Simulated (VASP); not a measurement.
Write the native input for VASP 6.6.1 that does the following.

```yaml
Task: band structure
Functional: HSE03
Potentials_or_basis: VASP PAW PBE potentials, release 64 (N, B)
Cutoff: 520 eV
k_mesh: 8 × 8 × 8
Occupations: gaussian, width 0.02 eV
Spin: no spin polarisation
Ladder: free
Grid_for_exact_exchange_PRECFOCK: Fast
Further_INCAR_settings: ALGO = Normal; EDIFF = 1e-07; NBANDS = 11
```

BN:

```
N B
1.0
     0.00000    1.81300    1.81300
     1.81300    0.00000    1.81300
     1.81300    1.81300    0.00000
N B
1 1
Direct
  0.25000 0.25000 0.25000
  0.00000 0.00000 0.00000
```

The cell is a database's computed one.

One way to write it, as run:

POSCAR

```
BN
1.0
    0.0000000000      1.8130010000      1.8130010000
    1.8130010000      0.0000000000      1.8130010000
    1.8130010000      1.8130010000      0.0000000000
N B
1 1
Direct
    0.2500000000      0.2500000000      0.2500000000
    0.0000000000      0.0000000000      0.0000000000
```

INCAR.step1

```
ALGO = Normal ; EDIFF = 1E-5
ENCUT = 520 ; GGA = PE
ISIF = 2 ; ISMEAR = 0
KPAR = 4 ; LASPH = True
LCHARG = False ; LREAL = False
LWAVE = True ; NBANDS = 11
NELM = 80 ; PREC = Accurate
SIGMA = 0.02
```

INCAR.step2

```
ALGO = Normal ; EDIFF = 1E-7
ENCUT = 520 ; GGA = PE
HFSCREEN = 0.3 ; ISIF = 2
ISMEAR = 0 ; ISTART = 1
KPAR = 4 ; LASPH = True
LCHARG = False ; LHFCALC = True
LREAL = False ; LWAVE = False
NBANDS = 11 ; NELM = 80
PREC = Accurate ; PRECFOCK = Fast
SIGMA = 0.02
```

KPOINTS

```
k-points
0
Gamma
  8 8 8
```

KPOINTS_OPT

```
path GXWKGLUWLK,UX
10
line-mode
reciprocal
 0.0000000000  0.0000000000  0.0000000000  G
 0.5000000000  0.0000000000  0.5000000000  X

 0.5000000000  0.0000000000  0.5000000000  X
 0.5000000000  0.2500000000  0.7500000000  W

 0.5000000000  0.2500000000  0.7500000000  W
 0.3750000000  0.3750000000  0.7500000000  K

 0.3750000000  0.3750000000  0.7500000000  K
 0.0000000000  0.0000000000  0.0000000000  G

 0.0000000000  0.0000000000  0.0000000000  G
 0.5000000000  0.5000000000  0.5000000000  L

 0.5000000000  0.5000000000  0.5000000000  L
 0.6250000000  0.2500000000  0.6250000000  U

 0.6250000000  0.2500000000  0.6250000000  U
 0.5000000000  0.2500000000  0.7500000000  W

 0.5000000000  0.2500000000  0.7500000000  W
 0.5000000000  0.5000000000  0.5000000000  L

 0.5000000000  0.5000000000  0.5000000000  L
 0.3750000000  0.3750000000  0.7500000000  K

 0.6250000000  0.2500000000  0.6250000000  U
 0.5000000000  0.0000000000  0.5000000000  X
```

Potentials or basis: VASP PAW PBE potentials, release 64 (N, B).

Run with:

```console
$ cat potpaw_PBE.64/N/POTCAR potpaw_PBE.64/B/POTCAR > POTCAR
$ cp INCAR.step1 INCAR
$ mpirun -np 4 vasp_std > vasp.out
$ cp INCAR.step2 INCAR
$ mpirun -np 4 vasp_std > vasp.out
```

Results of the run:

```yaml
Pressure: -8.8 GPa
Band_gap_on_the_k_mesh: 5.53 eV, indirect (least direct gap 10.24 eV)
Band_gap_along_the_path: 5.53 eV, indirect (least direct gap 10.24 eV)
```

Caveat: the PAW data sets were made with another functional, which shifts forces and pressure a little.

Wall time 7.5 min on 4 MPI ranks on AMD EPYC 7R43 64-Core Processor (Zen 3), on a shared host, peak memory 0.21 GiB a rank.
